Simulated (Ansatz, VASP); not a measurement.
**WSe2 in VASP and in Ansatz**

INCAR

```
PREC = Accurate
ENCUT = 520
EDIFF = 1E-6
ISMEAR = 0
SIGMA = 0.1
LREAL = False
LASPH = True
NELM = 60
ALGO = Normal
ISIF = 2
LWAVE = False
LCHARG = False
GGA = PE
IVDW = 12
NBANDS = 20
```

Contents of KPOINTS:

```
regular mesh
0
Gamma
  6 6 1
```

Contents of POSCAR:

```
WSe2
1.0
    3.3179375931      0.0000000000      0.0000000000
   -1.6589687966      2.8734182438      0.0000000000
    0.0000000000      0.0000000000     16.6581424200
W Se
1 2
Direct
    0.0000000000      0.0000000000      0.0000000000
    0.3333333300      0.6666666700      0.0997865200
    0.3333333300      0.6666666700      0.9002134800
```

Input for Ansatz:

```yaml
crystal:
  lattice:
    - [3.3179375931, 0.0, 0.0]
    - [-1.6589687966, 2.8734182438, 0.0]
    - [0.0, 0.0, 16.65814242]
  atoms:
    - { symbol: W, position: [0.0, 0.0, 0.0] }
    - { symbol: Se, position: [0.33333333, 0.66666667, 0.09978652] }
    - { symbol: Se, position: [0.33333333, 0.66666667, 0.90021348] }
basis:
  ecutwfc: 420
kpoints:
  mp_grid: { grid: [6, 6, 1] }
hamiltonian:
  xc: pbe
  dispersion: d3bj
scf:
  occupations: { method: gaussian, width: 0.1 }
output:
  forces: true
  stress: true
  eigenvalues: true
```

Alike in both runs: task single point; functional PBE; dispersion D3(BJ); k mesh 6 × 6 × 1; occupations gaussian, width 0.1 eV; no spin polarisation.

|  | VASP | Ansatz |
| --- | --- | --- |
| version | VASP 6.6.1 | Ansatz 0.2.0 |
| potentials or method | VASP PAW PBE potentials, release 64 (W_sv, Se) | scalar-relativistic, plane waves, PAW |
| plane-wave cutoff (eV) | 520 | 420 |
| valence electrons in the cell | 26 | 46 |

|  | VASP | Ansatz | Ansatz less VASP |
| --- | --- | --- | --- |
| gap on the k mesh at the Fermi level (eV) | 1.52 | 1.52 | +0.003 |
| least direct gap on the mesh (eV) | 1.52 | 1.52 | +0.003 |
| rms of the force components (eV/Å) | 0.110 | 0.088 | -0.0222 |

Atom by atom the forces differ by 0.022 eV/Å (rms over components). The two sets of potentials don't hold the same shells in valence.

Caveats: spin-orbit coupling is left out, which moves the levels of the heavy elements. As with any semilocal functional, this PBE gap is likely too small.
